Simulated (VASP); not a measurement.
Write the native input for VASP 6.6.1 that does the following.

```
Task                   : relaxation of cell and atoms
Functional             : PBEsol
Potentials or basis    : VASP PAW PBE potentials, release 64 (Cu)
Cutoff                 : 600 eV
k mesh                 : 12 × 12 × 12
Occupations            : fermi-dirac, width 0.05 eV
Spin                   : no spin polarisation
Ladder                 : gaps
Further INCAR settings : ALGO = Normal; EDIFF = 1e-06; IBRION = 2; EDIFFG = -0.01; NSW = 60; ISIF = 3
```

The structure of Cu lies in POSCAR:

```
Cu
1.0
    0.0000000000      1.8075000000      1.8075000000
    1.8075000000      0.0000000000      1.8075000000
    1.8075000000      1.8075000000      0.0000000000
Cu
1
Direct
    0.0000000000      0.0000000000      0.0000000000
```

The input as run:

INCAR

```
SYSTEM = Cu
  PREC = Accurate
  ENCUT = 600
  EDIFF = 1E-6
  ISMEAR = -1
  SIGMA = 0.05
  LREAL = .FALSE.
  LASPH = .TRUE.
  NELM = 60
  ALGO = Normal
  ISIF = 3
  LWAVE = .FALSE.
  LCHARG = .FALSE.
  GGA = PS
  IBRION = 2
  NSW = 60
  EDIFFG = -0.01
```

KPOINTS

```
regular mesh
0
G
  12 12 12
  0 0 0
```

Potentials or basis: VASP PAW PBE potentials, release 64 (Cu).

Run with:

```console
$ cat potpaw_PBE.64/Cu/POTCAR > POTCAR
$ mpirun -np 1 vasp_std > vasp.out
```

It gave:

The relaxed volume is 11.36 Å³/atom. The relaxed cell is a = 2.523 Å, b = 2.523 Å, c = 2.523 Å, α = 60.00°, β = 60.00°, γ = 60.00°, the space group after relaxing (to 0.05 Å) is Fm-3m (No. 225) and the energy gained by relaxing is 8.6 meV/atom. The ionic steps are 3. The pressure after relaxing is 0.0 GPa. The band gap on the k mesh is none (metal or under the smearing width).

Caveat: the PAW data sets were made with another functional, which shifts forces and pressure a little.

Wall time 15 s on 1 thread of Intel(R) Xeon(R) Platinum 8259CL CPU @ 2.50GHz (Skylake/Cascade Lake), on a shared host, peak memory 0.13 GiB.
